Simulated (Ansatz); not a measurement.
Program: Ansatz. Geometries: PBE0-D4/def2-TZVP. ΔE: electronic, gas phase. CBS: MP2 limit from def2 TZ/QZ plus the TZ coupled-cluster correction, frozen cores. DFT in def2-TZVPP. One conformer a species, not always the lowest.

Reaction (formal exchange of groups at the Al–C bond): `C[CH](C)[AlH][Cl]` + `CC[SiH2]O` → `O[SiH2][AlH][Cl]` + `CCC(C)C`

`C[CH](C)[AlH][Cl]`:

Z-matrix (Å, degrees):
```
C
C 1 1.527
H 1 1.096 2 111.1
H 1 1.092 2 112.3 3 120.7
H 1 1.094 2 111.4 3 -119.2
C 2 1.530 1 111.8 3 57.6
Al 2 1.959 1 114.2 3 -174.6
H 2 1.102 1 107.7 3 -60.1
H 6 1.094 2 112.5 1 -178.6
H 6 1.096 2 111.1 1 -58.1
H 6 1.095 2 111.5 1 60.9
Cl 7 2.107 2 119.2 1 22.2
H 7 1.582 2 124.3 1 -159.1
```

`CC[SiH2]O`:

```xyz
12

C     0.726   -1.013    0.847
C     0.720    0.433    0.357
Si   -0.565    0.774   -0.954
O    -2.101    0.472   -0.423
H     0.904   -1.713    0.026
H    -0.229   -1.280    1.306
H     1.503   -1.185    1.596
H     0.551    1.120    1.194
H     1.698    0.700   -0.062
H    -0.268   -0.075   -2.148
H    -0.551    2.206   -1.342
H    -2.389   -0.441   -0.398
```

`O[SiH2][AlH][Cl]`:

```xyz
8

O     1.728    0.731   -0.210
Si    0.456    0.467    0.816
Al   -1.272   -0.783   -0.403
Cl   -0.724   -1.004   -2.436
H     1.586    0.509   -1.132
H     0.955   -0.273    2.009
H    -0.076    1.766    1.323
H    -2.654   -1.413    0.034
```

`CCC(C)C`:

```xyz
17

C    -0.846   -0.048    1.895
C    -0.871    0.387    0.440
C     0.110   -0.353   -0.466
C    -0.105    0.044   -1.919
C     1.558   -0.119   -0.059
H     0.113    0.169    2.370
H    -1.619    0.465    2.473
H    -1.024   -1.124    1.986
H    -0.668    1.464    0.372
H    -1.883    0.247    0.041
H    -0.099   -1.427   -0.373
H     0.565   -0.505   -2.586
H     0.091    1.112   -2.060
H    -1.132   -0.150   -2.238
H     1.761   -0.464    0.958
H     1.804    0.947   -0.106
H     2.243   -0.647   -0.728
```

CCSD(T)/CBS gives +18.1 kJ/mol.

(1) Another level gave +23.2 kJ/mol. Which?
A. PBE0-D4/def2-TZVPP
B. LC-ωPBE/def2-TZVPP
C. LDA (SPW92)/def2-TZVPP
D. SCS-MP2/def2-TZVPP

Largest T1 diagnostic among the species: 0.011.

## Answers

(1) D. SCS-MP2/def2-TZVPP 23.2, PBE0-D4 12.7, LC-ωPBE 19.0, LDA (SPW92) 6.7 kJ/mol.

Leaving LDA and LC-ωPBE aside and taking each functional with its dispersion term where it has one, the values, not all of them listed here, spread over 16.5 kJ/mol, from revPBE-D4 to ωB97M-V. LDA lies −4.9 kJ/mol from PBE without D4. At CCSD(T), def2-SVP lies −8.1 kJ/mol from the extrapolated value and def2-TZVPP −0.7 kJ/mol.

CCSD(T)/CBS has its own doubt, a few kJ/mol and more with outer-core shells, so smaller differences from it don't rank the levels.
